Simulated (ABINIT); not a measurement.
# HgSe (F-43m) in ABINIT: further runs

The runs below take HgSe through single point, with r2SCAN, PBEsol.

All numbers are computed with ABINIT 10.8.3 (patched build); they aren't measurements. Logs are shortened: lines on timing, memory, paths and dates and some standing lists are left out, and cuts for length are marked. The log counts tension as positive stress, the text compression.

## 1. Starting point

It takes space group F-43m (No. 216, cubic). Conventional cell: a = 6.078 Å, b = 6.078 Å, c = 6.078 Å, α = 90.00°, β = 90.00°, γ = 90.00°. Hg (site symmetry -43m) is surrounded by 4 Se at 2.63 Å. Se (site symmetry -43m) has 4 Hg at 2.63 Å as nearest neighbours.

## 2. Single point, r2SCAN

run.abi reads:

```
# Pseudopotentials
pp_dirpath "./"
pseudos "Hg.GGA_PBE-JTH.xml, Se.GGA_PBE-JTH.xml"

# Structure
acell 8.1216555201 8.1216555201 8.1216555201
rprim
     0.0000000000     0.7071067812     0.7071067812
     0.7071067812     0.0000000000     0.7071067812
     0.7071067812     0.7071067812     0.0000000000
ntypat 2
znucl 80 34
natom 2
typat 1 2
xred
     0.0000000000     0.0000000000     0.0000000000
     0.7500000000     0.7500000000     0.7500000000

# Plane-wave basis
ecut 24.0
pawecutdg 46.0

# k points
kptopt 1
ngkpt 5 5 5
nshiftk 1
shiftk 0.0 0.0 0.0

# Exchange and correlation
ixc -497498
usekden 1
pawxcdev 0

# Bands and occupations
nband 13
occopt 3
tsmear 0.05 eV

# SCF cycle
nstep 100
tolvrs 1.0e-7

# Output
iomode 3
prtwf 0
prtden 0
prteig 0
prtebands 0
```

Potentials or basis: JTH PAW PBE v2.0.

On the command line:

```bash
> abinit run.abi > log 2>&1
```

run.abo:

```text
.Version 10.8.3 of ABINIT
 Symmetries : space group F-4 3 m (#216); Bravais cF (face-center cubic)
================================================================================
 Values of the parameters that define the memory need of the present run
     intxc =       0    ionmov =       0      iscf =      17    lmnmax =      18
     lnmax =       6     mgfft =      36  mpssoang =       3    mqgrid =    3001
     natom =       2  nloc_mem =       2    nspden =       1   nspinor =       1
    nsppol =       1      nsym =      24    n1xccc =       1    ntypat =       2
    occopt =       3   xclevel =       2
       mpw =        2148          nfft =       46656          nkpt =          10
 PAW method is used; the additional fine FFT grid is defined by:
   mgfftf=        50    nfftf =    125000
================================================================================
================================================================================

--------------------------------------------------------------------------------
------------- Echo of variables that govern the present computation ------------
--------------------------------------------------------------------------------
 -outvars: echo values of preprocessed input variables --------
            acell      8.1216555201E+00  8.1216555201E+00  8.1216555201E+00 Bohr
              amu      2.00590000E+02  7.89600000E+01
             ecut      2.40000000E+01 Hartree
              ixc     -497498
         kptrlatt        5    0    0      0    5    0      0    0    5
          kptrlen      4.06082776E+01
            natom           2
            nband          13
            ngfft          36      36      36
          ngfftdg          50      50      50
             nkpt          10
            nstep         100
             nsym          24
           ntypat           2
           occopt           3
        pawecutdg      4.60000000E+01 Hartree
         pawxcdev           0
           prtden           0
        prtebands           0
           prteig           0
          prtkden           1
            prtwf           0
            rprim      0.0000000000E+00  7.0710678120E-01  7.0710678120E-01
                       7.0710678120E-01  0.0000000000E+00  7.0710678120E-01
                       7.0710678120E-01  7.0710678120E-01  0.0000000000E+00
          spgroup         216
           tolvrs      1.00000000E-07
           tsmear      1.83746611E-03 Hartree
            typat      1  2
          usekden           1
           useylm           1
           xangst      0.0000000000E+00  0.0000000000E+00  0.0000000000E+00
                       4.5584999970E+00  4.5584999970E+00  4.5584999970E+00
            xcart      0.0000000000E+00  0.0000000000E+00  0.0000000000E+00
                       8.6143165392E+00  8.6143165392E+00  8.6143165392E+00
             xred      0.0000000000E+00  0.0000000000E+00  0.0000000000E+00
                       7.5000000000E-01  7.5000000000E-01  7.5000000000E-01
            znucl       80.00000   34.00000

================================================================================

 chkinp: Checking input parameters for consistency.

================================================================================
== DATASET  1 ==================================================================

--- !DatasetInfo
iteration_state: {dtset: 1, }
dimensions: {natom: 2, nkpt: 10, mband: 13, nsppol: 1, nspinor: 1, nspden: 1, mpw: 2148, }
cutoff_energies: {ecut:  24.0, pawecutdg:  46.0, }
electrons: {nelect:   1.80000000E+01, charge:   0.00000000E+00, occopt:   3.00000000E+00, tsmear:   1.83746611E-03, }
meta: {optdriver: 0, ionmov: 0, optcell: 0, iscf: 17, paral_kgb: 0, }
...

 Real(R)+Recip(G) space primitive vectors, cartesian coordinates (Bohr,Bohr^-1):
 R(1)=  0.0000000  5.7428777  5.7428777  G(1)= -0.0870644  0.0870644  0.0870644
 R(2)=  5.7428777  0.0000000  5.7428777  G(2)=  0.0870644 -0.0870644  0.0870644
 R(3)=  5.7428777  5.7428777  0.0000000  G(3)=  0.0870644  0.0870644 -0.0870644
 Unit cell volume ucvol=  3.7880761E+02 bohr^3
 Angles (23,13,12)=  6.00000000E+01  6.00000000E+01  6.00000000E+01 degrees

 Coarse grid specifications (used for wave-functions):

 getcut: wavevector=  0.0000  0.0000  0.0000  ngfft=  36  36  36
         ecut(hartree)=     24.000   => boxcut(ratio)=   2.00996

 Fine grid specifications (used for densities):

 getcut: wavevector=  0.0000  0.0000  0.0000  ngfft=  50  50  50
         ecut(hartree)=     46.000   => boxcut(ratio)=   2.01723

--- Pseudopotential description ------------------------------------------------
- pspini: atom type   1  psp file is ./Hg.GGA_PBE-JTH.xml
 Pseudopotential format is: paw10
 basis_size (lnmax)=  6 (lmn_size= 18), orbitals=   0   0   1   1   2   2
 Spheres core radius: rc_sph= 2.40020299
 Shapefunction is SIN type: shapef(r)=[sin(pi*r/rshp)/(pi*r/rshp)]**2
 Radius for shape functions =  2.25617906
 Compensation charge density is not taken into account in XC energy/potential

- pspini: atom type   2  psp file is ./Se.GGA_PBE-JTH.xml
 Pseudopotential format is: paw10
 basis_size (lnmax)=  4 (lmn_size=  8), orbitals=   0   0   1   1
 Spheres core radius: rc_sph= 2.21132333
 Shapefunction is BESSEL type: shapef(r,l)=aa(1,l)*jl(q(1,l)*r)+aa(2,l)*jl(q(2,l)*r)
 Radius for shape functions =  2.00656599
 Compensation charge density is not taken into account in XC energy/potential

   1.33141047E+03                                ecore*ucvol(ha*bohr**3)
--------------------------------------------------------------------------------

================================================================================

--- !BeginCycle
iteration_state: {dtset: 1, }
solver: {iscf: 17, nstep: 100, nline: 4, wfoptalg: 10, }
tolerances: {tolvrs: 1.00E-07, }
...

     iter   Etot(hartree)      deltaE(h)  residm     nres2
 ETOT  1   8.8274395487092     8.827E+00 9.759E-02 1.080E+01
 ETOT  2   8.8357305228071     8.291E-03 8.260E-03 1.354E+01
 ETOT  3   8.8914736668897     5.574E-02 1.111E-03 4.859E+00
 ETOT  4   8.8871540141950    -4.320E-03 2.409E-04 9.197E-01
 ETOT  5   8.8835621919441    -3.592E-03 2.406E-04 9.001E-03
 ETOT  6   8.8821836806355    -1.379E-03 5.601E-05 8.988E-02
 ETOT  7   8.8824213126182     2.376E-04 6.400E-05 5.404E-02
 ETOT  8   8.8823054109868    -1.159E-04 3.434E-05 1.211E-02
 ETOT  9   8.8822811769891    -2.423E-05 4.401E-05 4.113E-03
 ETOT 10   8.8822624379560    -1.874E-05 2.355E-05 7.199E-04
 ETOT 11   8.8822568878029    -5.550E-06 2.917E-05 5.511E-05
 ETOT 12   8.8822561432150    -7.446E-07 1.586E-05 6.703E-05
 ETOT 13   8.8822562676539     1.244E-07 1.887E-05 2.874E-05
 ETOT 14   8.8822561944632    -7.319E-08 1.023E-05 1.142E-05
 ETOT 15   8.8822561572697    -3.719E-08 1.203E-05 9.354E-07
 ETOT 16   8.8822561564757    -7.940E-10 6.512E-06 3.419E-07
 ETOT 17   8.8822561551012    -1.374E-09 7.562E-06 1.148E-07
 ETOT 18   8.8822561550353    -6.590E-11 4.098E-06 2.794E-08

 At SCF step   18       nres2   =  2.79E-08 < tolvrs=  1.00E-07 =>converged.

Result for kinetic energy density :

--------------------------------------------------------------------------------
 Total kinetic energy density [Ha/Bohr^3]
)     Maximum=    5.4467E-01  at reduced coord.    0.0800    0.9200    0.9400
)     Minimum=    6.8716E-04  at reduced coord.    0.2600    0.2400    0.2400
   Integrated=    1.4172E+01
--------------------------------------------------------------------------------

 Cartesian components of stress tensor (hartree/bohr^3)
  sigma(1 1)= -1.08469724E-04  sigma(3 2)=  0.00000000E+00
  sigma(2 2)= -1.08469724E-04  sigma(3 1)=  0.00000000E+00
  sigma(3 3)= -1.08469724E-04  sigma(2 1)=  0.00000000E+00

--- !ResultsGS
iteration_state: {dtset: 1, }
comment   : Summary of ground state results
lattice_vectors:
- [  0.0000000,   5.7428777,   5.7428777, ]
- [  5.7428777,   0.0000000,   5.7428777, ]
- [  5.7428777,   5.7428777,   0.0000000, ]
lattice_lengths: [   8.12166,    8.12166,    8.12166, ]
lattice_angles: [ 60.000,  60.000,  60.000, ] # degrees, (23, 13, 12)
lattice_volume:   3.7880761E+02
convergence: {deltae: -6.590E-11, res2:  2.794E-08, residm:  4.098E-06, diffor: null, }
etotal    :   8.88225616E+00
entropy   :   0.00000000E+00
fermie    :   4.04818546E-02
cartesian_stress_tensor: # hartree/bohr^3
- [ -1.08469724E-04,   0.00000000E+00,   0.00000000E+00, ]
- [  0.00000000E+00,  -1.08469724E-04,   0.00000000E+00, ]
- [  0.00000000E+00,   0.00000000E+00,  -1.08469724E-04, ]
pressure_GPa:   3.1913E+00
xred      :
- [  0.0000E+00,   0.0000E+00,   0.0000E+00, Hg]
- [  7.5000E-01,   7.5000E-01,   7.5000E-01, Se]
cartesian_forces: # hartree/bohr
- [ -1.64103413E-28,   4.68866893E-29,   1.17216723E-28, ]
- [  1.64103413E-28,  -4.68866893E-29,  -1.17216723E-28, ]
force_length_stats: {min:   2.07046014E-28, max:   2.07046014E-28, mean:   2.07046014E-28, }
...

 Integrated electronic density in atomic spheres:
 ------------------------------------------------
 Atom  Sphere_radius  Integrated_density
    1        2.40020          9.97406441
    2        2.21132          3.95212726

================================================================================

 ----iterations are completed or convergence reached----

 Mean square residual over all n,k,spin=   31.550E-09; max=  40.977E-07
 reduced coordinates (array xred) for    2 atoms
       0.000000000000      0.000000000000      0.000000000000
       0.750000000000      0.750000000000      0.750000000000
 rms dE/dt=  9.7085E-28; max dE/dt=  1.8849E-27; dE/dt below (all hartree)
    1       0.000000000000      0.000000000000      0.000000000000
    2       0.000000000000     -0.000000000000     -0.000000000000

 cartesian coordinates (angstrom) at end:
    1      0.00000000000000     0.00000000000000     0.00000000000000
    2      4.55849999698319     4.55849999698319     4.55849999698319

 cartesian forces (hartree/bohr) at end:
    1     -0.00000000000000     0.00000000000000     0.00000000000000
    2      0.00000000000000    -0.00000000000000    -0.00000000000000
 frms,max,avg= 1.1953807E-28 1.6410341E-28   0.000E+00  0.000E+00  0.000E+00 h/b

 cartesian forces (eV/Angstrom) at end:
    1     -0.00000000000000     0.00000000000000     0.00000000000000
    2      0.00000000000000    -0.00000000000000    -0.00000000000000
 frms,max,avg= 6.1468948E-27 8.4385368E-27   0.000E+00  0.000E+00  0.000E+00 e/A
 length scales=  8.121655520100  8.121655520100  8.121655520100 bohr
              =  4.297795013126  4.297795013126  4.297795013126 angstroms
 Fermi (or HOMO) energy (hartree) =   0.04048   Average Vxc (hartree)=  -0.34999
 Eigenvalues (hartree) for nkpt=  10  k points:
 kpt#   1, nband= 13, wtk=  0.00800, kpt=  0.0000  0.0000  0.0000 (reduced coord)
  -0.47372   -0.23424   -0.23424   -0.23424   -0.20488   -0.20488    0.01586    0.03920
   0.03920    0.03920    0.25733    0.25733    0.25733
      occupation numbers for kpt#   1
   2.00000    2.00000    2.00000    2.00000    2.00000    2.00000    2.00000    1.33644
   1.33644    1.33644    0.00000    0.00000    0.00000
 prteigrs : prtvol=0 or 1, do not print more k-points.

--- !EnergyTerms
iteration_state     : {dtset: 1, }
comment             : Components of total free energy in Hartree
kinetic             :  1.41720238069762E+01
hartree             :  1.21315087108558E+01
xc                  : -9.08744478036536E+00
Ewald energy        : -4.09530728034895E+01
psp_core            :  3.51474054193333E+00
local_psp           : -3.43686494765534E+01
PAW spherical_terms :  6.34730262818875E+01
internal            :  8.88213228124462E+00
'-kT*entropy'       : -5.72989755028349E-05
total_energy        :  8.88207498226911E+00
total_energy_eV     :  2.41693573008290E+02
...

--- !EnergyTermsDC
iteration_state     : {dtset: 1, }
comment             : '"Double-counting" decomposition of free energy'
band_energy         : -3.39656205027812E+00
Ewald energy        : -4.09530728034895E+01
psp_core            :  3.51474054193333E+00
xc_dc               : -1.35467840278949E+01
PAW spherical_terms :  6.32639917937400E+01
internal            :  8.88231345401081E+00
'-kT*entropy'       : -5.72989755028349E-05
total_energy_dc     :  8.88225615503531E+00
total_energy_dc_eV  :  2.41698502970408E+02
...

--- !EnergyTermsWithPAWCore
iteration_state     : {dtset: 1, }
comment             : 'Components of total free energy, including PAW core contributions'
Total energy        : -2.20537123943711E+04
Total energy DC     : -2.20537122131984E+04
Total energy (eV)   : -6.00112086121012E+05
Total energy DC (eV): -6.00112081191049E+05
...

 Cartesian components of stress tensor (hartree/bohr^3)
  sigma(1 1)= -1.08469724E-04  sigma(3 2)=  0.00000000E+00
  sigma(2 2)= -1.08469724E-04  sigma(3 1)=  0.00000000E+00
  sigma(3 3)= -1.08469724E-04  sigma(2 1)=  0.00000000E+00

-Cartesian components of stress tensor (GPa)         [Pressure=  3.1913E+00 GPa]
- sigma(1 1)= -3.19128947E+00  sigma(3 2)=  0.00000000E+00
- sigma(2 2)= -3.19128947E+00  sigma(3 1)=  0.00000000E+00
- sigma(3 3)= -3.19128947E+00  sigma(2 1)=  0.00000000E+00

== END DATASET(S) ==============================================================
================================================================================

 -outvars: echo values of variables after computation  --------
            acell      8.1216555201E+00  8.1216555201E+00  8.1216555201E+00 Bohr
           etotal      8.8822561550E+00
            fcart     -1.6410341270E-28  4.6886689342E-29  1.1721672336E-28
                       1.6410341270E-28 -4.6886689342E-29 -1.1721672336E-28
            rprim      0.0000000000E+00  7.0710678120E-01  7.0710678120E-01
                       7.0710678120E-01  0.0000000000E+00  7.0710678120E-01
                       7.0710678120E-01  7.0710678120E-01  0.0000000000E+00
           strten     -1.0846972441E-04 -1.0846972441E-04 -1.0846972441E-04
                       0.0000000000E+00  0.0000000000E+00  0.0000000000E+00
           xangst      0.0000000000E+00  0.0000000000E+00  0.0000000000E+00
                       4.5584999970E+00  4.5584999970E+00  4.5584999970E+00
             xred      0.0000000000E+00  0.0000000000E+00  0.0000000000E+00
                       7.5000000000E-01  7.5000000000E-01  7.5000000000E-01
 Calculation completed.
```

Wall time 56 s (1 thread of Arm Neoverse V2, shared host); peak memory 0.16 GiB.

What came out:

| Quantity | Value |
| --- | --- |
| Free energy | 241.6985 eV |
| Pressure | 3.2 GPa |
| Band gap on the k mesh | none (metal or under the smearing width) |
| Valence electrons inside the program's atomic spheres | Hg 9.97; Se 3.95 |

Caveat: totals of a meta-GGA on PAW files have another zero than those of a GGA; the PAW data sets were made with another functional, which shifts forces and pressure a little.

## 3. Single point, PBEsol

run.abi reads:

```
# Pseudopotentials
pp_dirpath "./"
pseudos "Hg.GGA_PBE-JTH.xml, Se.GGA_PBE-JTH.xml"

# Structure
acell 3*1.0 Angstrom
rprim
     0.0000000000     3.0390000000     3.0390000000
     3.0390000000     0.0000000000     3.0390000000
     3.0390000000     3.0390000000     0.0000000000
ntypat 2
znucl 80 34
natom 2
typat 1 2
xred
     0.0000000000     0.0000000000     0.0000000000
     0.7500000000     0.7500000000     0.7500000000

# Plane-wave basis
ecut 544.227725 eV
pawecutdg 40.0

# k points
kptopt 1
ngkpt 6 6 6
nshiftk 1
shiftk 0.0 0.0 0.0

# Exchange and correlation
ixc -116133

# Bands and occupations
nband 13
occopt 3
tsmear 0.05 eV

# SCF cycle
nstep 100
tolvrs 1.0e-9

# Output
iomode 3
prtwf 0
prteig 0
prtebands 0
enunit 1
prtden 1
prtvha 1
prtvclmb 1
prtpot 1
```

Potentials or basis: JTH PAW PBE v2.0.

On the command line:

```bash
> abinit run.abi > log 2>&1
```

run.abo:

```text
.Version 10.8.3 of ABINIT
 Symmetries : space group F-4 3 m (#216); Bravais cF (face-center cubic)
================================================================================
 Values of the parameters that define the memory need of the present run
     intxc =       0    ionmov =       0      iscf =      17    lmnmax =      18
     lnmax =       6     mgfft =      36  mpssoang =       3    mqgrid =    3001
     natom =       2  nloc_mem =       2    nspden =       1   nspinor =       1
    nsppol =       1      nsym =      24    n1xccc =       1    ntypat =       2
    occopt =       3   xclevel =       2
       mpw =        1627          nfft =       46656          nkpt =          16
 PAW method is used; the additional fine FFT grid is defined by:
   mgfftf=        48    nfftf =    110592
================================================================================
================================================================================

--------------------------------------------------------------------------------
[... 258 lines left out ...]
- sigma(1 1)= -1.71319115E+00  sigma(3 2)=  0.00000000E+00
- sigma(2 2)= -1.71319115E+00  sigma(3 1)=  0.00000000E+00
- sigma(3 3)= -1.71319115E+00  sigma(2 1)=  0.00000000E+00

== END DATASET(S) ==============================================================
================================================================================

 -outvars: echo values of variables after computation  --------
            acell      1.8897261259E+00  1.8897261259E+00  1.8897261259E+00 Bohr
           etotal     -5.1850421651E+01
            fcart     -2.9304180820E-30  8.1335440659E-47  2.9304180820E-30
                       2.9304180820E-30 -8.1335440659E-47 -2.9304180820E-30
            rprim      0.0000000000E+00  3.0390000000E+00  3.0390000000E+00
                       3.0390000000E+00  0.0000000000E+00  3.0390000000E+00
                       3.0390000000E+00  3.0390000000E+00  0.0000000000E+00
           strten     -5.8230183641E-05 -5.8230183641E-05 -5.8230183641E-05
                       0.0000000000E+00  0.0000000000E+00  0.0000000000E+00
           xangst      0.0000000000E+00  0.0000000000E+00  0.0000000000E+00
                       4.5585000000E+00  4.5585000000E+00  4.5585000000E+00
             xred      0.0000000000E+00  0.0000000000E+00  0.0000000000E+00
                       7.5000000000E-01  7.5000000000E-01  7.5000000000E-01
 Calculation completed.
```

Run time: 35 s. Hardware: 1 thread of Arm Neoverse V2, shared host; peak memory 0.13 GiB.

What came out:

```yaml
Free_energy: -1410.9219 eV
Pressure: 1.7 GPa
Band_gap_on_the_k_mesh: none (metal or under the smearing width)
Valence_electrons_inside_the_program's_atomic_spheres: Hg 9.97; Se 3.90
```

Levels at points of the mesh, in eV from the Fermi level:
```
           k point  band 5  band 6  band 7  band 8  band 9  band 10  band 11  band 12  band 13
(0.00, 0.00, 0.00)   -6.47   -6.47   -1.07   -0.04   -0.04    -0.04     5.38     5.38     5.38
(0.50, 0.00, 0.00)   -6.42   -6.15   -5.63   -1.03   -1.03     0.99     6.15     6.15     6.85
(0.50, 0.50, 0.00)   -6.35   -6.10   -5.18   -2.37   -2.37     2.68     2.83     8.31     9.76
```

Caveat: the PAW data sets were made with another functional, which shifts forces and pressure a little. The run has no spin-orbit coupling, so splittings on Hg are missing.
